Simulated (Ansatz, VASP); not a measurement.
## Ga: VASP beside Ansatz

```
Ga
1.0
     2.76433    0.00000    0.00000
     0.00000    2.76433    0.00000
     0.00000    0.00000    2.66054
Ga
1
Direct
  0.00000 0.00000 0.00000
```

Alike in both runs: task relaxation of cell and atoms; functional PBE; k mesh 20 × 20 × 20; occupations gaussian, width 0.1 eV; no spin polarisation.

```csv
,VASP,Ansatz
version,VASP 6.6.1,Ansatz 0.2.0
potentials or method,"VASP PAW PBE potentials, release 64 (Ga_d)","scalar-relativistic, plane waves, PAW"
plane-wave cutoff (eV),600,420
valence electrons in the cell,13,13
```

```tsv
	VASP	Ansatz	Ansatz less VASP
gap on the k mesh at the Fermi level, each at its own relaxed structure (eV)	none	none	-
relaxed volume (Å³/atom)	20.09	20.05	-0.041
relaxed cell length with the largest relative difference (Å)	2.719	2.716	-0.0026
energy change over the relaxation (meV/atom)	-5	-5	-0.1
```

A gap of «none» marks a metal or a gap that the smearing closes.
